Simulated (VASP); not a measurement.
Crystal: BaTiO3.

```
Ba Ti O
1.0
     3.96714    0.00000    0.00000
     0.00000    3.96714    0.00000
     0.00000    0.00000    4.06567
Ba Ti O
1 1 3
Direct
  0.00000 0.00000 0.99860
  0.50000 0.50000 0.48193
  0.50000 0.50000 0.02910
  0.50000 0.00000 0.51669
  0.00000 0.50000 0.51669
```

Program: VASP 6.6.1. Alike in all runs: task band structure; cell as given; cutoff (eV) 520; smearing gaussian 0.03 eV.

**Question.** Order these runs on this cell by their pressure, lowest first.
A. level PBE; potentials or basis VASP PAW PBE potentials, release 64 (Ba_sv, Ti_sv, O); spin SOC, no magnetisation; k mesh 6 × 6 × 6
B. level LDA; potentials or basis VASP PAW LDA potentials, release 64 (Ba_sv, Ti_sv, O); spin off; k mesh 8 × 8 × 8
C. level r2SCAN; potentials or basis VASP PAW PBE potentials, release 64 (Ba_sv, Ti_sv, O); spin off; k mesh 8 × 8 × 8

**Answer.** B (-4.4 GPa), C (3.5 GPa), A (6.5 GPa).

Caveats: the PAW data sets were made with another functional, which shifts forces and pressure a little (some runs).
